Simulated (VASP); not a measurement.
A run of VASP 6.6.1:

The input POSCAR:

```
CdF2
1.0
    0.0000000000      2.6821010000      2.6821010000
    2.6821010000      0.0000000000      2.6821010000
    2.6821010000      2.6821010000      0.0000000000
Cd F
1 2
Direct
    0.0000000000      0.0000000000      0.0000000000
    0.2500000000      0.2500000000      0.2500000000
    0.7500000000      0.7500000000      0.7500000000
```

Contents of INCAR.step1:

```
SYSTEM = CdF2
  ALGO = Normal
  EDIFF = 1E-6
  ENCUT = 520
  GGA = PS
  ISIF = 2
  ISMEAR = 1
  LASPH = .True.
  LCHARG = .True.
  LREAL = .False.
  LWAVE = .False.
  NBANDS = 20
  NELM = 80
  PREC = Accurate
  SIGMA = 0.0759
```

Contents of KPOINTS.step1:

```
k-points
0
Gamma
  8 8 8
  0 0 0
```

INCAR.step2

```
SYSTEM = CdF2
  ALGO = Normal
  EDIFF = 1E-6
  ENCUT = 520
  GGA = PS
  ICHARG = 11
  ISIF = 2
  ISMEAR = -5
  LASPH = .True.
  LCHARG = .False.
  LORBIT = 11
  LREAL = .False.
  LWAVE = .False.
  NEDOS = 1001
  NELM = 80
  PREC = Accurate
  SIGMA = 0.0759
```

KPOINTS.step2

```
k-points
0
Gamma
  12 12 12
  0 0 0
```

Potentials or basis: VASP PAW PBE potentials, release 64 (Cd, F).

Command:

```sh
$ cat potpaw_PBE.64/Cd/POTCAR potpaw_PBE.64/F/POTCAR > POTCAR
$ cp INCAR.step1 INCAR
$ cp KPOINTS.step1 KPOINTS
$ mpirun -np 1 vasp_std > vasp.out
$ cp INCAR.step2 INCAR
$ cp KPOINTS.step2 KPOINTS
$ mpirun -np 1 vasp_std > vasp.out
```

Hardware: 1 thread of Intel(R) Xeon(R) Platinum 8488C (Sapphire Rapids), with other jobs on the host.

Problem. Estimate the wall time of this run.

Solution. Wall time 25 s on 1 thread of Intel(R) Xeon(R) Platinum 8488C (Sapphire Rapids) (shared host), peak memory 0.17 GiB. Counts: scf iterations 6, k points 72.
